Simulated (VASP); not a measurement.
Crystal: Si2Mo.

```xyz
9
Lattice="4.5855 0.0000 0.0000 -2.2927 3.9711 0.0000 0.0000 0.0000 6.5798" Properties=species:S:1:pos:R:3 pbc="T T T"
Mo    1.1464    1.9856    5.4831
Mo   -1.1464    1.9856    1.0966
Mo    2.2927    0.0000    3.2899
Si    0.0000    1.3015    3.2899
Si    1.1656    3.3204    1.0966
Si    3.4583    0.6508    5.4831
Si    2.2927    2.6696    3.2899
Si    1.1272    0.6508    1.0966
Si   -1.1656    3.3204    5.4831
```

Measurements of this composition are mostly on another form, of space group No. 139.

```yaml
Program: VASP 6.6.1
Task: relaxation of cell and atoms
Functional: PBE
Potentials_or_basis: VASP PAW PBE potentials, release 64 (Mo_sv_GW, Si_GW)
Cutoff: 600 eV
k_mesh: 5 × 5 × 3
Occupations: fermi-dirac, width 0.05 eV
Spin: no spin polarisation
```

At the start: pressure 3.5 GPa; volume 13.31 Å³/atom.

Question: How do energy, volume and symmetry change on relaxing?

Answer: Over 5 steps the energy falls by 2.3 meV/atom and the volume is 13.52 Å³/atom (+1.6 %); space group P6_222 (No. 180, to 0.05 Å).

The path:
```tsv
step	energy change (eV)	largest force (eV/Å)	pressure (GPa)	volume (Å³)
1	0.0000	0.0155	3.45	119.81
2	0.0295	0.0179	-5.04	124.86
3	-0.0204	0.0160	-0.02	121.75
4	-0.0204	0.0159	0.03	121.71
5	-0.0207	0.0031	0.05	121.72
```

Final structure:
```
Mo Si
1.0
     4.61310    0.00000    0.00000
    -2.30655    3.99507    0.00000
     0.00000    0.00000    6.60454
Mo Si
3 6
Cartesian
  1.1533 1.9975 5.5038
  3.4598 1.9975 1.1008
  2.3066 0.0000 3.3023
  0.0000 1.3103 3.3023
  1.1718 3.3399 1.1008
  3.4783 0.6552 5.5038
  2.3066 2.6847 3.3023
  1.1348 0.6552 1.1008
  -1.1718 3.3399 5.5038
```
